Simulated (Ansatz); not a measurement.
The following input was run with Ansatz 0.2.0.

```yaml
crystal:
  lattice:
    - [0.000218, 4.59857, -4.598578]
    - [4.598449, 4.598377, -0.000411]
    - [4.598765, 9.5e-05, -4.598702]
  atoms:
    - { symbol: Zr, position: [0.2567958169, 0.7437188253, 0.2572707432] }
    - { symbol: Zr, position: [0.2509734177, 0.2497442076, 0.2512684127] }
    - { symbol: Zr, position: [0.7448191289, 0.743856214, 0.2572245343] }
    - { symbol: Zr, position: [0.7450718503, 0.2556799829, 0.2572405581] }
    - { symbol: Zr, position: [0.2567717516, 0.7437594339, 0.7453572476] }
    - { symbol: Zr, position: [0.2568937272, 0.2556783952, 0.7452998883] }
    - { symbol: Zr, position: [0.7507904775, 0.7497795895, 0.7512868657] }
    - { symbol: Zr, position: [0.7449232428, 0.2557946036, 0.7452864108] }
    - { symbol: "N", position: [0.5008521447, 0.4997628898, 0.0012989184] }
    - { symbol: "N", position: [0.501007549, 0.9997603891, 0.0012329693] }
    - { symbol: "N", position: [0.0008803313, 0.4997561125, 0.0012662131] }
    - { symbol: "N", position: [0.5008916009, 0.4997784973, 0.5012281075] }
    - { symbol: "N", position: [0.5008689945, 0.9997868283, 0.5012930222] }
    - { symbol: "N", position: [0.000932537, 0.4997114506, 0.501306564] }
    - { symbol: "N", position: [0.000875858, 0.9997384477, 0.5012551278] }
basis:
  ecutwfc: 420
kpoints:
  mp_grid: { grid: [6, 6, 6] }
hamiltonian:
  xc: pbe
scf:
  occupations: { method: gaussian, width: 0.1 }
  n_extra_bands: 8
output:
  forces: true
  stress: true
  eigenvalues: true
  populations: true
  dos:
    method: { smearing: { sigma: 0.1, scheme: gaussian } }
    projected: true
    de: 0.02
  write_density: true
  write_potential: true
  elf: true
  volumetric_format: npy
```

Launched with
```bash
ansatz run input.yaml --threads 4 --pin off --max-ram 9216MiB --backend cpu --events-out ev --progress --plain --runs-dir out
```

Level of theory: DFT PBE, scalar-relativistic, plane waves, PAW in Ansatz.

From the run's log, abridged (iterations and final results):

```
SCF iter   1: F=—  HF=-36183.440037 eV  |F-HF|=—  |Δ(HF+E_count)|=         —  Δρ=5.95e-3  dr2=1.31e-1  ethr=1.77e-3  ⟨swp⟩=4.7  Hψ=30795  notcnv=0
SCF iter   2: F=—  HF=-36183.408999 eV  |F-HF|=—  |Δ(HF+E_count)|=   3.10e-2  Δρ=2.43e-3  dr2=2.75e-2  ethr=9.99e-5  ⟨swp⟩=2.0  Hψ=12184  notcnv=0  defer=9
SCF iter   3: F=—  HF=-36183.404209 eV  |F-HF|=—  |Δ(HF+E_count)|=   4.79e-3  Δρ=9.90e-4  dr2=4.06e-3  ethr=2.10e-5  ⟨swp⟩=2.0  Hψ=10807  notcnv=0  defer=9
SCF iter   4: F=—  HF=-36183.403438 eV  |F-HF|=—  |Δ(HF+E_count)|=   7.72e-4  Δρ=3.24e-4  dr2=5.14e-4  ethr=3.10e-6  ⟨swp⟩=2.0  Hψ=11444  notcnv=0  defer=9
SCF iter   5: F=—  HF=-36183.403332 eV  |F-HF|=—  |Δ(HF+E_count)|=   1.05e-4  Δρ=6.62e-5  dr2=1.40e-5  ethr=3.92e-7  ⟨swp⟩=2.0  Hψ=10908  notcnv=0  defer=9
SCF iter   6: F=—  HF=-36183.403562 eV  |F-HF|=—  |Δ(HF+E_count)|=   2.30e-4  Δρ=1.52e-5  dr2=9.21e-7  ethr=1.07e-8  ⟨swp⟩=2.0  Hψ=12062  notcnv=0  defer=77
SCF iter   7: F=—  HF=-36183.403562 eV  |F-HF|=—  |Δ(HF+E_count)|=   1.10e-7  Δρ=9.57e-6  dr2=1.75e-7  ethr=7.63e-11  ⟨swp⟩=14.7  Hψ=58914  notcnv=0
SCF iter   8: F=-36183.403562 eV  HF=-36183.403562 eV  |F-HF|=9.36e-9  |Δ(HF+E_count)|=   3.35e-8  Δρ=2.68e-6  dr2=1.38e-8  ethr=7.63e-11  ⟨swp⟩=8.0  Hψ=49095  notcnv=0
SCF 1 converged in 8 iterations: F = -36183.403562 eV  dr2 = 1.38e-8
SCF converged after 8 iterations
Free energy (F): -36183.403562 eV
Harris-Foulkes:  -36183.403562 eV  (|F-HF|=9.36e-9)
Internal energy: -36183.380277 eV  (E = F + TS)
E sigma→0 (E₀):  -36183.391920 eV
Entropy (-TS):   -0.023284 eV (-1.552 meV/atom)
Fermi energy:    16.894366 eV
--- Per-component energies (eV) ---
  E_band       = -327.363046
  E_kinetic    = 3602.252300
  E_local      = -5304.337523  (includes V_loc(G=0)·N_el)
  E_nonlocal   = 942.168627
  E_hartree    = 1642.802938
  E_xc         = -1730.461306
  E_vxc        = -2084.732069  (∫ρ·V_xc dr)
  E_paw        = -24516.873947  (= ΣΔE_a)
  E_vpaw       = -768.318610  (= ΣTr[D̂ρ^β])
  E_aug_tail   = 0.000822  (compensation charges beyond the density's cutoff)
  E_ewald      = -10818.932188
  E_smearing   = -0.023284  (= −TS)
--- Forces (eV/Å), atoms counted from 1 ---
  atom   1  Zr     0.00083017     0.00669013     0.05581533
  atom   2  Zr     0.00002035    -0.00304096     0.00288544
  atom   3  Zr    -0.00147977     0.05989328    -0.00662171
  atom   4  Zr    -0.05507075    -0.00376965     0.00788944
  atom   5  Zr     0.05594631     0.00406684     0.00150065
  atom   6  Zr     0.00182887    -0.05611237    -0.00175479
  atom   7  Zr    -0.00221428     0.00183611    -0.00336473
  atom   8  Zr    -0.00225786    -0.00061980    -0.05816915
  atom   9  N     -0.00119138     0.00115277    -0.00164821
  atom  10  N      0.00212177    -0.00626616     0.00376226
  atom  11  N      0.00050126     0.00026376    -0.00074530
  atom  12  N      0.00096989    -0.00290526    -0.00163556
  atom  13  N     -0.00255757    -0.00109229     0.00004532
  atom  14  N      0.00082601    -0.00121683     0.00471318
  atom  15  N      0.00172686     0.00112041    -0.00267212
--- Stress (GPa, compression-positive) ---
       -0.025593       0.004079       0.010417
        0.004079      -0.016048       0.007096
        0.010417       0.007096      -0.018565
  P = ⅓ Tr σ = -0.0201 GPa (-0.201 kbar)
--- Band table (eV; the first three rows and the last of 112) ---
  k-point 0: bands = ["-32.6387", "-32.6130", "-32.3676", "-32.2982", "-32.2981", "-32.2980", "-32.2533", "-32.2532", "-11.3231", "-11.3230", "-11.3230", "-11.1038", "-11.0704", "-11.0703", "-11.0703", "-10.5391", "-10.5390", "-10.5388", "-10.4316", "-10.4315", "-10.4315", "-10.3514", "-10.3514", "-10.3514", "-10.1708", "-10.1708", "-10.1707", "-10.1159", "-10.1158", "-10.1009", "-10.1009", "-10.1008", "0.8836", "1.3341", "1.3342", "1.5473", "2.9501", "2.9501", "2.9502", "9.4146", "9.6627", "9.6629", "9.6630", "11.3432", "11.3432", "11.4344", "11.4347", "11.4349", "11.6201", "11.6202", "11.6209", "12.7645", "12.7646", "12.7649", "13.6839", "13.6839", "13.6840", "13.8885", "13.8888", "13.8889 ...
  k-point 1: bands = ["-32.6353", "-32.6132", "-32.3656", "-32.3036", "-32.2955", "-32.2954", "-32.2560", "-32.2559", "-11.2886", "-11.2885", "-11.2630", "-11.0737", "-11.0544", "-11.0543", "-11.0262", "-10.5813", "-10.5298", "-10.5296", "-10.4498", "-10.4497", "-10.4152", "-10.3966", "-10.3596", "-10.3595", "-10.1978", "-10.1976", "-10.1880", "-10.1717", "-10.1297", "-10.1296", "-10.1058", "-10.1057", "1.0119", "1.4338", "1.4338", "1.5628", "2.7984", "2.8289", "2.8290", "9.6282", "9.8443", "9.8536", "9.8538", "11.4520", "11.4523", "11.5408", "11.5415", "11.5625", "11.5645", "11.6469", "11.6475", "12.4753", "12.6376", "12.6379", "13.1536", "13.1546", "13.4101", "13.6691", "13.8453", "13.8461 ...
  k-point 2: bands = ["-32.6273", "-32.6148", "-32.3596", "-32.3166", "-32.2886", "-32.2885", "-32.2630", "-32.2629", "-11.1979", "-11.1978", "-11.1058", "-11.0396", "-11.0395", "-10.9948", "-10.9073", "-10.6979", "-10.5176", "-10.5172", "-10.5170", "-10.4584", "-10.4583", "-10.3900", "-10.3899", "-10.3714", "-10.3371", "-10.2785", "-10.2784", "-10.2338", "-10.1397", "-10.1397", "-10.1185", "-10.1184", "1.3475", "1.6089", "1.7102", "1.7102", "2.4044", "2.5109", "2.5110", "10.1770", "10.3530", "10.3668", "10.3673", "11.4610", "11.6495", "11.6499", "11.7203", "11.7206", "11.8343", "11.8864", "11.8873", "11.9332", "12.3275", "12.3279", "12.4841", "12.4849", "12.5572", "13.1348", "13.1688", "13. ...
  k-point 111: bands = ["-32.6197", "-32.6191", "-32.3543", "-32.3255", "-32.2829", "-32.2829", "-32.2687", "-32.2686", "-11.0998", "-11.0996", "-11.0852", "-11.0852", "-10.9840", "-10.8930", "-10.8436", "-10.7820", "-10.6434", "-10.4934", "-10.4933", "-10.4571", "-10.4570", "-10.4381", "-10.4152", "-10.4149", "-10.3348", "-10.3347", "-10.3285", "-10.2777", "-10.1372", "-10.1371", "-10.1294", "-10.1292", "1.5420", "1.9008", "1.9136", "2.0957", "2.0958", "2.1051", "2.1053", "10.6395", "10.8536", "10.8541", "11.0078", "11.0613", "11.4508", "11.4518", "11.5692", "11.8665", "12.0281", "12.0289", "12.0622", "12.0628", "12.0865", "12.0874", "12.4016", "12.4495", "12.4507", "12.4756", "12.4759", "1 ...
--- Löwdin populations: 15 sites ---
  site symbol q [e]
     0     Zr     11.3625
     1     Zr     11.2015
     2     Zr     11.3625
     3     Zr     11.3625
     4     Zr     11.3625
     5     Zr     11.3625
     6     Zr     11.2015
     7     Zr     11.3625
     8      N      5.7090
     9      N      5.7090
    10      N      5.7090
    11      N      5.6114
    12      N      5.7090
    13      N      5.7090
    14      N      5.7090
  spilling = 0.004250 (of n_electrons = 131.000000)
```

The calculation finished and met its thresholds.

The run took 73 s on 4 threads of Arm Neoverse V2, on a shared host, peak memory 1.3 GiB.